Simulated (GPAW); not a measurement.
The system is SnO.

```
Sn O
1.0
     3.81370    0.00000    0.00000
     0.00000    3.81370    0.00000
     0.00000    0.00000    4.88691
Sn O
2 2
Direct
  0.50000 0.00000 0.76463
  0.00000 0.50000 0.23537
  0.00000 0.00000 0.00000
  0.50000 0.50000 0.00000
```

The cell is a database's computed one.

Base run:

```yaml
Program: GPAW 26.7.0
Functional: GLLB-SC
Potentials_or_basis: the program's PAW data sets (release 1.2.1) made for this functional
Cutoff: 550 eV
Basis: pw
k_mesh: 6 × 6 × 5
Occupations: fermi-dirac, width 0.001 eV
Spin: no spin polarisation
```

Its results: band gap on the k mesh, kohn-sham part alone 0.37 eV, indirect (least direct gap 2.26 eV); electronic dielectric tensor (diagonal) 6.51, 6.51, 5.72.

**Question.** The run is repeated on the same cell with these changes: functional from GLLB-SC to LDA. What comes out?

**Answer.** Band gap on the k mesh 0.23 eV, indirect (least direct gap 2.01 eV); electronic dielectric tensor (diagonal) 7.64, 7.64, 6.88.

Caveats: the gap is small at this level, which inflates the dielectric constant; the long-wavelength limit can be off by a per cent or two; spin-orbit coupling is left out, which moves the levels of the heavy elements; an odd mesh through Γ misses points on the zone boundary, where band edges often lie; a model potential gives levels but no total energy (some runs); response on these states lacks terms of the Hamiltonian (some runs).
